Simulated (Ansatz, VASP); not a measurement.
# K: VASP beside Ansatz

```xyz
1
Lattice="-2.5870 2.5870 2.5870 2.5870 -2.5870 2.5870 2.5870 2.5870 -2.5870" Properties=species:S:1:pos:R:3 pbc="T T T"
K     0.0000    0.0000    0.0000
```

Alike in both runs: task single point; functional PBE; k mesh 12 × 12 × 12; occupations gaussian, width 0.1 eV; no spin polarisation.

|  | VASP | Ansatz |
| --- | --- | --- |
| version | VASP 6.6.1 | Ansatz 0.2.0 |
| potentials or method | VASP PAW PBE potentials, release 64 (K_sv) | scalar-relativistic, plane waves, PAW |
| plane-wave cutoff (eV) | 520 | 420 |
| valence electrons in the cell | 9 | 9 |

Ansatz gave:

```
gap on the k mesh at the Fermi level (eV) : none
pressure (GPa)                            : 0.3
```

What did VASP give for the same quantities?

gap on the k mesh at the Fermi level (eV): none; pressure (GPa): 0.2.

A gap of «none» marks a metal or a gap that the smearing closes. With one functional, cell and mesh, what is left measures potentials, basis and numerics.
